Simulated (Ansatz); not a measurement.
# SrCl2: an elastic constant from a strain scan

These are results of DFT PBEsol, scalar-relativistic, plane waves, PAW (Ansatz), not measurements. The runs took a 420 eV cutoff, a Γ-centred 6×6×6 mesh and Gaussian smearing (0.05 eV). No spin polarisation. Energies are free energies at this smearing, counted from the undisturbed cell; pressure is positive in compression.

Zero of the scan (as given, not relaxed at this level; it stands at -1.0 GPa, and it needn't be the usual structure):

```yaml
crystal:
  lattice:
    - [0.00000, 3.48550, 3.48550]
    - [3.48550, 0.00000, 3.48550]
    - [3.48550, 3.48550, 0.00000]
  atoms:
    - { symbol: Sr, position: [0.00000, 0.00000, 0.00000] }
    - { symbol: Cl, position: [0.25000, 0.25000, 0.25000] }
    - { symbol: Cl, position: [0.75000, 0.75000, 0.75000] }
```

The cell is strained by ε times the Voigt pattern (0, 0, 0, 0, 1, 0) (xx, yy, zz, yz, xz, xy; engineering shear) with fractional coordinates fixed. The cell holds 3 atoms in V0 = 84.69 Å³. The stress column is τ = (1/V0) dE/dε, got from the stress tensor σ (compression positive) at each point as −det(1 + εP) σ : P(1 + εP)⁻¹, with P the pattern as a tensor.

```
      ε  ΔE (meV/atom)  τ (GPa)
-0.1312         20.862   -1.889
-0.1125         15.150   -1.581
-0.0937         10.398   -1.290
-0.0750          6.604   -1.015
-0.0562          3.683   -0.750
-0.0375          1.632   -0.496
-0.0187          0.405   -0.246
 0.0000          0.000    0.000
 0.0187          0.405    0.246
 0.0375          1.632    0.496
 0.0562          3.683    0.750
 0.0750          6.604    1.015
 0.0937         10.398    1.290
 0.1125         15.150    1.581
 0.1312         20.862    1.889
 0.1500              ?        ?
```

Problem. Which combination of elastic constants does this scan measure, and how large is it?

Solution. For small ε, τ = τ0 + Kε with K = pᵀCp, which for this pattern is C44 in the cubic axes. The parabola through τ at ε = -0.0187, 0 and 0.0187 has slope K = 13.2 GPa at zero. The energies per cell, E = NΔE, of the same two points give K = 2[E(ε₊)/ε₊ − E(ε₋)/ε₋]/[(ε₊ − ε₋)V0] = 13.1 GPa, in agreement. These are clamped-ion values. The start is under stress, which shifts K from the elastic constant by about the size of that stress.

Problem. Predict the withheld row at ε = 0.1500 from the harmonic law, and compare.

Solution. ΔE = V0(τ0 ε + Kε²/2)/N = 26.068 meV/atom and τ = 1.97 GPa. The calculation gives 27.658 meV/atom and 2.22 GPa: the energy lies 6 % above the harmonic value.

Forces appear on the atoms along this scan, and letting them relax would lower the energy and soften the response.